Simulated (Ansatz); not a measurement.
**GaP (F-43m): zero-pressure volume and bulk modulus with PBEsol + D3(BJ)**

An exercise on one series of results from a longer session: the logs are not shown, and one member is left open.

Program: Ansatz 0.2.0. Level of theory: DFT PBEsol + D3(BJ), scalar-relativistic, plane waves, PAW. These are calculated values, not measurements.

### The starting structure

The structure is cubic, space group F-43m (No. 216). The conventional cell has a = 5.451 Å, b = 5.451 Å, c = 5.451 Å, α = 90.00°, β = 90.00°, γ = 90.00°. Around Ga (site symmetry -43m) lie 4 P at 2.36 Å. P (site symmetry -43m) has 4 Ga at 2.36 Å in its first shell of neighbours.

As a file:

```xyz
2
Lattice="0.0000 2.7253 2.7253 2.7253 0.0000 2.7253 2.7253 2.7253 0.0000" Properties=species:S:1:pos:R:3 pbc="T T T"
Ga    0.0000    0.0000    0.0000
P     4.0879    4.0879    4.0879
```

An earlier run on this cell at PBE gave 2.51 GPa at 20.240 Å³/atom (8×8×8 mesh), mesh gap 1.64 eV.

Set-up of the first run:

input.yaml

```yaml
crystal:
  lattice:
    - [0.0, 2.7252500963, 2.7252500963]
    - [2.7252500963, 0.0, 2.7252500963]
    - [2.7252500963, 2.7252500963, 0.0]
  atoms:
    - { symbol: Ga, position: [0.0, 0.0, 0.0] }
    - { symbol: P, position: [0.75, 0.75, 0.75] }
basis:
  ecutwfc: 420
  ecutrho_ratio: 4
kpoints:
  mp_grid: { grid: [8, 8, 8] }
hamiltonian:
  xc: pbesol
  dispersion: d3bj
scf:
  occupations: { method: gaussian, width: 0.05 }
output:
  forces: true
  stress: true
  eigenvalues: true
```

On the command line:

```
ansatz run input.yaml --threads 4 --pin off --max-ram 8192MiB --backend cpu --events-out ev --progress --plain --runs-dir out
```

Steps of the session up to this table: At the given cell; Stepping to 19.868 Å³/atom; Stepping to 19.588 Å³/atom; Volume × 0.98 of the new zero; Volume × 1.02 of the new zero; Volume × 0.96 of the new zero; Volume × 1.04 of the new zero.

One of the session's tables, all rows but one given; the rest of the session is left out.

It belongs to the step «Energy and pressure against volume». 

| volume (Å³/atom) | energy (meV/atom) | pressure (GPa) |
| --- | --- | --- |
| 18.804 | 9.54 | 4.05 |
| 19.196 | 2.29 | 1.91 |
| 19.588 | 0.00 | 0.00 |
| 19.979 | ? | ? |
| 20.371 | 8.24 | -3.26 |

**Question.** Estimate the row for volume (Å³/atom) = 19.979.

Worked estimate for «energy (meV/atom)». A straight line through the neighbours (19.588, 0.00) and (20.371, 8.24) gives 0.00 + (8.24 − 0.00) × (19.979 − 19.588) / (20.371 − 19.588) = 4.11; a parabola fitted to 3 rows on both sides gives 1.98.

The run gave: energy (meV/atom): 2.13; pressure (GPa): -1.72. In «energy (meV/atom)» the line misses by +1.98 and the parabola by -0.15.
